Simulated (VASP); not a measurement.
Input of a VASP 6.6.1 run:

Contents of INCAR:

```
  ALGO = Normal
  EDIFF = 1E-6
  ENCUT = 520
  GGA = PE
  ISIF = 2
  ISMEAR = 0
  LASPH = T
  LCHARG = F
  LREAL = F
  LWAVE = F
  NBANDS = 18
  NELM = 80
  PREC = Accurate
  SIGMA = 0.026000000000000002
```

Contents of KPOINTS:

```
k-points
0
Gamma
  9 9 5
```

File POSCAR:

```
PtS2
1.0
    3.5432000000      0.0000000000      0.0000000000
   -1.7716000000      3.0685012107      0.0000000000
    0.0000000000      0.0000000000      5.0388000000
Pt S
1 2
Direct
    0.0000000000      0.0000000000      0.0000000000
    0.6666666667      0.3333333333      0.7730000000
    0.3333333333      0.6666666667      0.2270000000
```

Potentials or basis: VASP PAW PBE potentials, release 64 (Pt, S).

Command:

```bash
$ cat potpaw_PBE.64/Pt/POTCAR potpaw_PBE.64/S/POTCAR > POTCAR
$ mpirun -np 1 vasp_std > vasp.out
```

(1) Estimate the largest force.

(2) Estimate the pressure.

(3) What does it give for the band gap on the k mesh?

Answers

(1) 1.213 eV/Å.

(2) 11.1 GPa.

(3) 1.03 eV, indirect (least direct gap 1.08 eV).

Caveat: spin-orbit coupling is left out, which moves the levels of the heavy elements; an odd mesh through Γ misses points on the zone boundary, where band edges often lie; forces of over 1 eV/Å show positions far from the minimum, so gaps and moduli don't describe the material at rest.
